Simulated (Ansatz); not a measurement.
A computed series for LiCl: response to strain

The parent structure is LiCl in the rock salt structure (space group Fm-3m, No. 225).

```
LiCl
1.0
    0.00000     2.53210     2.53210
    2.53210     0.00000     2.53210
    2.53210     2.53210     0.00000
Li Cl
1 1
Direct
  0.00000   0.00000   0.00000
  0.50000   0.50000   0.50000
```

Cartesian axes are those of the cell as printed.

Strains are applied to the cell and any free atomic positions relax; under biaxial strain the out-of-plane vector relaxes too.

Level of theory: PBEsol (Ansatz, an electronic-structure program), no spin-orbit coupling.

| biaxial strain, plane normal [001], relaxed out of plane (%) | out-of-plane strain (%) |
|---|---|
| 0 | 0.00 |
| 0.5 | -0.33 |
| 1 | -0.65 |
| 1.5 | -0.96 |
| 2 | ? |
| 2.5 | -1.57 |
| 3 | -1.86 |

Fit ε⊥ = −νε + γε² (strains in %) to the rows shown and predict the withheld row.

Least squares on the printed values gives ν = 0.66 (the biaxial Poisson response) and γ = 0.014 (largest residual 0.00 %); this predicts -1.27 %, and the run gives -1.27 %, in agreement.

Stability against distortions was not tested.
